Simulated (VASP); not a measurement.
A run of VASP 6.6.1 is set up as follows.

File INCAR:

```
SYSTEM = Ag
  ALGO = Normal
  EDIFF = 1E-7
  ENCUT = 520
  GGA = PE
  ICORELEVEL = 1
  ISIF = 2
  ISMEAR = 1
  LASPH = .TRUE.
  LCHARG = .FALSE.
  LMAXMIX = 4
  LREAL = .FALSE.
  LWAVE = .FALSE.
  NBANDS = 12
  NELM = 80
  PREC = Accurate
  SIGMA = 0.1
```

KPOINTS

```
k-points
0
G
  16 16 16
  0 0 0
```

POSCAR

```
Ag                                      
1.0
    0.0000000000      2.0728699247      2.0728699247
    2.0728699247      0.0000000000      2.0728699247
    2.0728699247      2.0728699247      0.0000000000
  Ag            
     1
Direct
     0.0000000000000000    0.0000000000000000    0.0000000000000000
```

The input KPOINTS_OPT:

```
explicit points
106
Reciprocal
 0.0000000000  0.0000000000  0.0000000000 1
 0.0555555556  0.0000000000  0.0555555556 1
 0.1111111111  0.0000000000  0.1111111111 1
 0.1666666667  0.0000000000  0.1666666667 1
 0.2222222222  0.0000000000  0.2222222222 1
 0.2777777778  0.0000000000  0.2777777778 1
 0.3333333333  0.0000000000  0.3333333333 1
 0.3888888889  0.0000000000  0.3888888889 1
 0.4444444444  0.0000000000  0.4444444444 1
 0.5000000000  0.0000000000  0.5000000000 1
 0.5000000000  0.0000000000  0.5000000000 1
 0.5000000000  0.0277777778  0.5277777778 1
 0.5000000000  0.0555555556  0.5555555556 1
 0.5000000000  0.0833333333  0.5833333333 1
 0.5000000000  0.1111111111  0.6111111111 1
 0.5000000000  0.1388888889  0.6388888889 1
 0.5000000000  0.1666666667  0.6666666667 1
 0.5000000000  0.1944444444  0.6944444444 1
 0.5000000000  0.2222222222  0.7222222222 1
 0.5000000000  0.2500000000  0.7500000000 1
 0.5000000000  0.2500000000  0.7500000000 1
 0.4861111111  0.2638888889  0.7500000000 1
 0.4722222222  0.2777777778  0.7500000000 1
 0.4583333333  0.2916666667  0.7500000000 1
 0.4444444444  0.3055555556  0.7500000000 1
 0.4305555556  0.3194444444  0.7500000000 1
 0.4166666667  0.3333333333  0.7500000000 1
 0.4027777778  0.3472222222  0.7500000000 1
 0.3888888889  0.3611111111  0.7500000000 1
 0.3750000000  0.3750000000  0.7500000000 1
 0.3750000000  0.3750000000  0.7500000000 1
 0.3333333333  0.3333333333  0.6666666667 1
 0.2916666667  0.2916666667  0.5833333333 1
 0.2500000000  0.2500000000  0.5000000000 1
 0.2083333333  0.2083333333  0.4166666667 1
 0.1666666667  0.1666666667  0.3333333333 1
 0.1250000000  0.1250000000  0.2500000000 1
 0.0833333333  0.0833333333  0.1666666667 1
 0.0416666667  0.0416666667  0.0833333333 1
 0.0000000000  0.0000000000  0.0000000000 1
 0.0000000000  0.0000000000  0.0000000000 1
 0.0555555556  0.0555555556  0.0555555556 1
 0.1111111111  0.1111111111  0.1111111111 1
 0.1666666667  0.1666666667  0.1666666667 1
 0.2222222222  0.2222222222  0.2222222222 1
 0.2777777778  0.2777777778  0.2777777778 1
 0.3333333333  0.3333333333  0.3333333333 1
 0.3888888889  0.3888888889  0.3888888889 1
 0.4444444444  0.4444444444  0.4444444444 1
 0.5000000000  0.5000000000  0.5000000000 1
 0.5000000000  0.5000000000  0.5000000000 1
 0.5138888889  0.4722222222  0.5138888889 1
 0.5277777778  0.4444444444  0.5277777778 1
 0.5416666667  0.4166666667  0.5416666667 1
 0.5555555556  0.3888888889  0.5555555556 1
 0.5694444444  0.3611111111  0.5694444444 1
 0.5833333333  0.3333333333  0.5833333333 1
 0.5972222222  0.3055555556  0.5972222222 1
 0.6111111111  0.2777777778  0.6111111111 1
 0.6250000000  0.2500000000  0.6250000000 1
 0.6250000000  0.2500000000  0.6250000000 1
 0.6111111111  0.2500000000  0.6388888889 1
 0.5972222222  0.2500000000  0.6527777778 1
 0.5833333333  0.2500000000  0.6666666667 1
 0.5694444444  0.2500000000  0.6805555556 1
 0.5555555556  0.2500000000  0.6944444444 1
 0.5416666667  0.2500000000  0.7083333333 1
 0.5277777778  0.2500000000  0.7222222222 1
 0.5138888889  0.2500000000  0.7361111111 1
 0.5000000000  0.2500000000  0.7500000000 1
 0.5000000000  0.2500000000  0.7500000000 1
 0.5000000000  0.2777777778  0.7222222222 1
 0.5000000000  0.3055555556  0.6944444444 1
 0.5000000000  0.3333333333  0.6666666667 1
 0.5000000000  0.3611111111  0.6388888889 1
 0.5000000000  0.3888888889  0.6111111111 1
 0.5000000000  0.4166666667  0.5833333333 1
 0.5000000000  0.4444444444  0.5555555556 1
 0.5000000000  0.4722222222  0.5277777778 1
 0.5000000000  0.5000000000  0.5000000000 1
 0.5000000000  0.5000000000  0.5000000000 1
 0.4861111111  0.4861111111  0.5277777778 1
 0.4722222222  0.4722222222  0.5555555556 1
 0.4583333333  0.4583333333  0.5833333333 1
 0.4444444444  0.4444444444  0.6111111111 1
 0.4305555556  0.4305555556  0.6388888889 1
 0.4166666667  0.4166666667  0.6666666667 1
 0.4027777778  0.4027777778  0.6944444444 1
 0.3888888889  0.3888888889  0.7222222222 1
 0.3750000000  0.3750000000  0.7500000000 1
 0.6250000000  0.2500000000  0.6250000000 1
 0.6111111111  0.2222222222  0.6111111111 1
 0.5972222222  0.1944444444  0.5972222222 1
 0.5833333333  0.1666666667  0.5833333333 1
 0.5694444444  0.1388888889  0.5694444444 1
 0.5555555556  0.1111111111  0.5555555556 1
 0.5416666667  0.0833333333  0.5416666667 1
 0.5277777778  0.0555555556  0.5277777778 1
 0.5138888889  0.0277777778  0.5138888889 1
 0.5000000000  0.0000000000  0.5000000000 1
 0.0000000000  0.0000000000  0.0000000000 1
 0.3750000000  0.3750000000  0.7500000000 1
 0.5000000000  0.5000000000  0.5000000000 1
 0.6250000000  0.2500000000  0.6250000000 1
 0.5000000000  0.2500000000  0.7500000000 1
 0.5000000000  0.0000000000  0.5000000000 1
```

Potentials or basis: VASP PAW PBE potentials, release 64 (Ag).

Command:

```console
$ cat potpaw_PBE.64/Ag/POTCAR > POTCAR
$ mpirun -np 1 vasp_std > vasp.out
```

Question: Predict the band gap along the path.

Answer: None (metal or under the smearing width).

Question: What does it give for the pressure?

Answer: 0.0 GPa.

Levels at the corners of the path, in eV from the Fermi level:
| point | band 3 | band 4 | band 5 | band 6 | band 7 | band 8 |
| --- | --- | --- | --- | --- | --- | --- |
| Γ | -4.60 | -4.60 | -3.64 | -3.64 | 15.97 | 19.29 |
| X | -2.94 | -2.72 | -2.72 | 1.70 | 6.46 | 10.49 |
| X | -2.94 | -2.72 | -2.72 | 1.70 | 6.46 | 10.49 |
| W | -4.85 | -3.63 | -2.72 | 5.84 | 5.84 | 6.74 |
| W | -4.85 | -3.63 | -2.72 | 5.84 | 5.84 | 6.74 |
| K | -3.92 | -3.44 | -2.98 | 4.23 | 5.14 | 6.90 |
| K | -3.92 | -3.44 | -2.98 | 4.23 | 5.14 | 6.90 |
| Γ | -4.60 | -4.60 | -3.64 | -3.64 | 15.97 | 19.29 |
| Γ | -4.60 | -4.60 | -3.64 | -3.64 | 15.97 | 19.29 |
| L | -4.62 | -2.91 | -2.91 | -0.23 | 3.42 | 15.20 |
| L | -4.62 | -2.91 | -2.91 | -0.23 | 3.42 | 15.20 |
| U | -3.92 | -3.44 | -2.98 | 4.23 | 5.14 | 6.90 |
| U | -3.92 | -3.44 | -2.98 | 4.23 | 5.14 | 6.90 |
| W | -4.85 | -3.63 | -2.72 | 5.84 | 5.84 | 6.74 |
| W | -4.85 | -3.63 | -2.72 | 5.84 | 5.84 | 6.74 |
| L | -4.62 | -2.91 | -2.91 | -0.23 | 3.42 | 15.20 |
| L | -4.62 | -2.91 | -2.91 | -0.23 | 3.42 | 15.20 |
| K | -3.92 | -3.44 | -2.98 | 4.23 | 5.14 | 6.90 |
| U | -3.92 | -3.44 | -2.98 | 4.23 | 5.14 | 6.90 |
| X | -2.94 | -2.72 | -2.72 | 1.70 | 6.46 | 10.49 |
